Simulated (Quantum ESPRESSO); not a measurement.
**Cu in Quantum ESPRESSO: the effect of strain**

Cu:

```
Cu
1.0
    -1.38508    1.38508    1.37608
     1.38508   -1.38508    1.37608
     1.38508    1.38508   -1.37608
Cu
1
Direct
  0.00000 0.00000 0.00000
```

This isn't the form of Cu at room conditions, which is fcc.

Alike in all runs:

```yaml
Program: Quantum ESPRESSO 7.5
Task: single point
Functional: PBEsol
Potentials_or_basis: GBRV 1.5 PBEsol
Cutoff: 762 eV
Density_cutoff: 6095 eV
k_mesh: 13 × 13 × 13
Occupations: fermi-dirac, width 0.05 eV
Spin: no spin polarisation
Kind_of_strain: biaxial_xy
Mixing_beta: 0.5
Most_SCF_iterations: 120
SCF_threshold: 2e-10 Ry
```

| strain | pressure (GPa) |
| --- | --- |
| -0.04 | 14.6 |
| -0.02 | ? |
| -0.01 | 2.1 |
| 0 | -1.3 |
| 0.01 | -4.4 |
| 0.02 | -6.9 |
| 0.04 | -11.4 |

Problem. What does the run with strain -0.02 give?

Solution. Pressure 5.7 GPa.

Worked out: A parabola through the other rows of the pressure, of slope -397 GPa per unit of strain there, gives 5.9 GPa, against the run's 5.7.
